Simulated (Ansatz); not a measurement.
## MoS2: energy less free atoms and pressure against volume scale

Results calculated with Ansatz 0.2.0, not measured. Periodic Kohn-Sham DFT of a crystal at fixed atoms, scaled to volume_scale times the given cell; pressure positive in compression, energy less spherical unpolarised free atoms, largest_vzz the field gradient of largest size among the nuclei.

The cell before it is scaled or strained (space group P6_3/mmc, No. 194):
```
cell vectors (Å)
   3.1610     0.0000     0.0000
  -1.5805     2.7375     0.0000
   0.0000     0.0000    12.2950
atoms (fractions of the cell vectors)
Mo  0.33333  0.66667  0.25000
Mo  0.66667  0.33333  0.75000
S   0.33333  0.66667  0.62750
S   0.66667  0.33333  0.12750
S   0.33333  0.66667  0.87250
S   0.66667  0.33333  0.37250
```

Settings of every row: method all-electron LAPW; functional LDA; relativity scalar; k mesh 10x10x3; filling fermi-dirac; smearing width 0.03 eV; basis error target 1 meV/atom; nucleus gaussian.

Atom start moment: 0 on all atoms.

Limits: a layered crystal: even scaling strains the bonds within the layers, so this curve is stiffer than the crystal under pressure.

| row | volume scale | V (Å³/atom) | energy less free atoms (eV/atom) | pressure (GPa) |
| --- | --- | --- | --- | --- |
| 1 | 0.94 | 16.668 | -8.1067 | 12.635 |
| 2 | 0.96 | 17.023 | -8.1299 | 8.379 |
| 3 | 0.98 | 17.377 | -8.1441 | 4.554 |
| 4 | 0.99 | 17.555 | -8.1481 | 2.789 |
| 5 | 1 | 17.732 | -8.1503 | 1.116 |
| 6 | 1.01 | 17.909 | -8.1506 | -0.471 |
| 7 | 1.02 | 18.087 | ? | ? |
| 8 | 1.04 | 18.441 | -8.1418 | -4.752 |
| 9 | 1.06 | 18.796 | -8.1284 | -7.247 |

Question: what energy less free atoms and pressure should row 7 give?

Worked fit of energy less free atoms. Take u = (V_r/V)^(2/3) − 1 with V_r = 17.643 Å³ an atom, which is twice the finite (Eulerian) strain; such expansions in the strain, on which the Birch-Murnaghan equation of state is built, carry the rest volume and the bulk modulus. The shown rows have u = 0.03863, 0.02414, 0.01018, 0.00334, -0.00335, -0.00993, -0.02906, -0.04133. Least squares give energy less free atoms = −8.14944 + 0.3248 × u + 20.193 × u² eV/atom; a straight line predicts inner rows, each left out in turn, worse (root mean square 0.011 against 6.6e-05 eV/atom). The rows lie off it by 0.0001, -0.0001, -0.0001, 0.0000, 0.0000, 0.0001, 0.0000, 0.0000. Its lowest point lies at u = -0.0080, or V = 17.86 Å³ an atom, and the curvature there gives the bulk modulus at fixed shape and fractions, B = (4/9)(1 + u)² E″(u)/V = 158 GPa. Letting shape and atoms relax would as a rule lower it, by much in layered, chain or molecular crystals. The withheld row has u = -0.01643, so the fit gives −8.14944 + 0.3248 × (-0.01643) + 20.193 × (-0.01643)² = -8.1493 eV/atom.

The calculation gave -8.1493 eV/atom. The fit meets it to the printed digit.

Worked fit of pressure. Take u = (V_r/V)^(2/3) − 1 with V_r = 17.643 Å³ an atom, which is twice the finite (Eulerian) strain; such expansions in the strain, on which the Birch-Murnaghan equation of state is built, carry the rest volume and the bulk modulus. The shown rows have u = 0.03863, 0.02414, 0.01018, 0.00334, -0.00335, -0.00993, -0.02906, -0.04133. Least squares give pressure = 1.9439 + 249.843 × u + 681.08 × u² + 406 × u³ GPa; a parabola predicts inner rows, each left out in turn, worse (root mean square 0.0068 against 0.0034 GPa). The rows lie off it by 0.000, 0.001, -0.004, 0.003, 0.001, -0.001, -0.001, 0.000. The pressure vanishes at u = -0.0080, or V = 17.86 Å³ an atom, and there the bulk modulus at fixed shape and fractions is B = −V dP/dV = (2/3)(1 + u) dP/du = 158 GPa. Letting shape and atoms relax would as a rule lower it, by much in layered, chain or molecular crystals. The withheld row has u = -0.01643, so the fit gives 1.9439 + 249.843 × (-0.01643) + 681.08 × (-0.01643)² + 406 × (-0.01643)³ = -1.979 GPa.

The calculation gave -1.975 GPa. The fit lies 0.004 GPa (0.02 % of the column's range) below it; its largest miss of a shown row is 0.004 GPa.
